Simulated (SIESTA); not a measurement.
LiF (Griceite) under changes of volume

One of the cells (8.333 Å³/atom); the others are scaled copies at fixed shape and fractional positions:

```
F Li
1.0
     0.00000    2.02734    2.02734
     2.02734    0.00000    2.02734
     2.02734    2.02734    0.00000
F Li
1 1
Direct
  0.50000 0.50000 0.50000
  0.00000 0.00000 0.00000
```

- Program: SIESTA 5.4.2
- Functional: PBEsol
- Potentials or basis: PseudoDojo 0.4 standard (PBEsol files)
- Basis: DZP (energy shift 0.003 Ry; two zetas on semicore shells)
- Grid cutoff: 800 Ry
- Energy shift: 0.003 Ry
- k mesh: 11 × 11 × 11
- Occupations: fermi-dirac, width 0.05 eV
- Spin: no spin polarisation

```tsv
volume (Å³/atom)	energy over the lowest point (meV/atom)	pressure (GPa)	gap on the mesh (eV)
7.679	4.59	4.1	9.44
7.842	1.44	2.2	9.24
8.006	0.00	0.7	9.05
8.333	?	?	?
8.496	4.48	-3.2	8.54
8.659	8.38	-4.5	8.38
```

Problem. What does the run at 8.333 Å³/atom give?

Solution. Energy over the lowest point 1.61 meV/atom; pressure -2.1 GPa; gap on the mesh 8.70 eV.

Worked out: A Birch-Murnaghan fit of order 3 (a polynomial in V^(-2/3)) to the other rows has its minimum at 8.07 Å³/atom with B0 = V·E''(V) = 72 GPa and B' = 4.4. It gives 1.69 meV/atom at 8.333 Å³/atom, against the run's 1.61, and -dE/dV = -2.1 GPa, against -2.1. A straight line through the other rows of the gap, of slope -8.78 eV per unit of ln V (its deformation potential), gives 8.71 eV, against the run's 8.70.

Energies are extrapolated to zero smearing.

Caveats: an odd mesh through Γ misses points on the zone boundary, where band edges often lie; the basis of atomic orbitals isn't converged, which shifts pressures, moduli and gaps.
